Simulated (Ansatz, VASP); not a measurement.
## One calculation of ZrS2, two programs

```xyz
12
Lattice="7.2700 0.0000 0.0000 -3.6350 6.2960 0.0000 0.0000 0.0000 18.9214" Properties=species:S:1:pos:R:3 pbc="T T T"
S     1.8175    1.0493    8.0000
S     0.0000    4.1974    8.0000
S     5.4525    1.0493    8.0000
S     3.6350    4.1974    8.0000
S     0.0000    2.0987   10.9280
S    -1.8175    5.2467   10.9280
S     3.6350    2.0987   10.9280
S     1.8175    5.2467   10.9280
Zr    0.0000    0.0000    9.4640
Zr   -1.8175    3.1480    9.4640
Zr    3.6350    0.0000    9.4640
Zr    1.8175    3.1480    9.4640
```

Alike in both runs: functional PBE; dispersion D3(BJ); k mesh 3 × 3 × 1; occupations gaussian, width 0.05 eV; no spin polarisation.

Ansatz relaxed the structure, and its values are those at the end. VASP's run is a single point on that final structure, the one shown.

```csv
,VASP,Ansatz
version,VASP 6.6.1,Ansatz 0.2.0
potentials or method,"VASP PAW PBE potentials, release 64 (S, Zr_sv)","scalar-relativistic, plane waves, PAW"
plane-wave cutoff (eV),520,420
valence electrons in the cell,96,96
```

Ansatz gave:

- gap on the k mesh at the Fermi level (eV): 1.06
- least direct gap on the mesh (eV): 1.06
- rms of the force components (eV/Å): 0.000

**Question.** Which values does VASP return?

**Answer.** gap on the k mesh at the Fermi level (eV): 1.05; least direct gap on the mesh (eV): 1.05; rms of the force components (eV/Å): 0.004.
